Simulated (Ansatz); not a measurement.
**TiC in Ansatz: the effect of functional**

Crystal: TiC.

```
Ti C
1.0
     0.00000    2.15118    2.15118
     2.15118    0.00000    2.15118
     2.15118    2.15118    0.00000
Ti C
1 1
Direct
  0.00000 0.00000 0.00000
  0.50000 0.50000 0.50000
```

The cell is a database's computed one.

The cell isn't the ideal one: volume scaled by 0.98.

Alike in all runs:

| Quantity | Value |
| --- | --- |
| Program | Ansatz 0.2.0 |
| Task | single point |
| Potentials or basis | Ansatz PAW |
| k mesh | 11 × 11 × 11 |
| Occupations | fermi-dirac, width 0.05 eV |
| Spin | no spin polarisation |

```csv
functional,cutoff,pressure (GPa)
LDA,420 eV (not typed: the program's choice for these potentials),-7.7
r2SCAN,500 eV (not typed: the program's choice for these potentials),4.8
PBE,420 eV (not typed: the program's choice for these potentials),?
```

**Question.** What does the run with functional PBE give?

**Answer.** Pressure 5.6 GPa.

Caveats: the PAW data sets come from PBE, with cores solved anew for the run's functional, which leaves a small shift of forces and pressure (some runs).
